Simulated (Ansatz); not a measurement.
## Al: Grüneisen parameters and expansion

All numbers below come from DFT PBEsol, scalar-relativistic, plane waves, PAW in Ansatz 0.2.0. Plane waves to 420 eV; Γ-centred k mesh 20×20×20; Fermi-Dirac smearing of 0.15 eV. No spin polarisation. Phonons by linear response, acoustic sum rule imposed.

Equilibrium structure at this level:
```xyz
1
Lattice="0.0000 2.0082 2.0082 2.0082 0.0000 2.0082 2.0082 2.0082 0.0000" Properties=species:S:1:pos:R:3 pbc="T T T"
Al    0.0000    0.0000    0.0000
```

In a metal, frequencies depend on the k mesh and the smearing, soft modes most. Some empty bands missed the eigensolver's threshold.

Phonons on a 2×2×2 q mesh at 0.98, 1 and 1.02 times the equilibrium volume give γ = −d ln ν/d ln V, modes matched by rank. The cell has V = 16.20 Å³ with 1 atom and B = 82 GPa. Points of the mesh (fractions of the reciprocal vectors) with their weights out of 8; the acoustic modes at Γ are left out:

```json
{"q": "0.00 0.00 -0.50", "weight": "4", "ν (cm⁻¹)": "143", "γ": "2.26", "degeneracy": "2"}
{"q": "0.00 0.00 -0.50", "weight": "4", "ν (cm⁻¹)": "327", "γ": "1.91", "degeneracy": "1"}
{"q": "0.00 -0.50 -0.50", "weight": "3", "ν (cm⁻¹)": "200", "γ": "2.32", "degeneracy": "2"}
{"q": "0.00 -0.50 -0.50", "weight": "3", "ν (cm⁻¹)": "325", "γ": "1.80", "degeneracy": "1"}
```

Q: Work out the volume expansion coefficient at 50, 100, 300 and 800 K in Grüneisen's theory.

A: Each mode holds c = k_B x² eˣ/(eˣ − 1)², x = hcν/k_BT (k_B = 0.695 cm⁻¹/K). Weighted over the mesh, C_V = Σ c, γ̄ = Σ cγ/C_V and α_V = γ̄ C_V/(BV):
```json
{"T (K)": "50", "C_V (k_B a cell)": "0.37", "γ̄": "2.26", "α_V (10⁻⁶/K)": "8.7"}
{"T (K)": "100", "C_V (k_B a cell)": "1.28", "γ̄": "2.22", "α_V (10⁻⁶/K)": "29.7"}
{"T (K)": "300", "C_V (k_B a cell)": "2.37", "γ̄": "2.16", "α_V (10⁻⁶/K)": "53.3"}
{"T (K)": "800", "C_V (k_B a cell)": "2.59", "γ̄": "2.15", "α_V (10⁻⁶/K)": "57.8"}
```

The classical limit of C_V is 3n = 3 k_B, less the 3/8 k_B of the three modes left out, which leaves C_V and α_V about 12 % low even at high temperature. All γ are positive, so the crystal expands at every temperature. For a cubic crystal the linear coefficient is a third of α_V. A mesh this coarse misses long acoustic waves, so the low-temperature rows are rough; B and γ are held at their static values, and the electrons' part is left out.

Q: The zero-point energy of the cell, summed on a denser interpolated mesh, is 40.414, 38.793 and 37.228 meV at the three volumes. How far does it expand the lattice at 0 K?

A: P_zp = −dE_zp/dV = 3.186 meV / (0.648 Å³) × 0.16022 GPa Å³/meV = 0.788 GPa, so ΔV/V = P_zp/B = 0.96 %. This share is taken off a measured low-temperature volume before it is compared with a static calculation.

The rise in thermal expansion follows the filling of the vibrational modes: C_V grows from 0.37 to 2.59 k_B between 50 and 800 K, while γ̄ only drifts from 2.26 to 2.15. That drift reflects polarisation. At both zone-boundary points the transverse pair is softer and has the larger γ, so it dominates when cold, and the stiffer longitudinal modes dilute the average on warming. In a nearly free-electron metal, shear restoring forces come from a partial cancellation between ionic repulsion and the screening electrons' response, which probably makes them more sensitive to volume.

The near-plateau between 300 and 800 K is not what real aluminium does: its expansion coefficient keeps climbing towards the melting point. The likely cause is the missing feedback of thermal expansion on the elastic and vibrational properties, since a warmer, larger lattice is softer and expands more easily. Zero-point motion already dilates the cell by 0.96 %, a sizeable effect that fits a light atom in a fairly compressible metal.
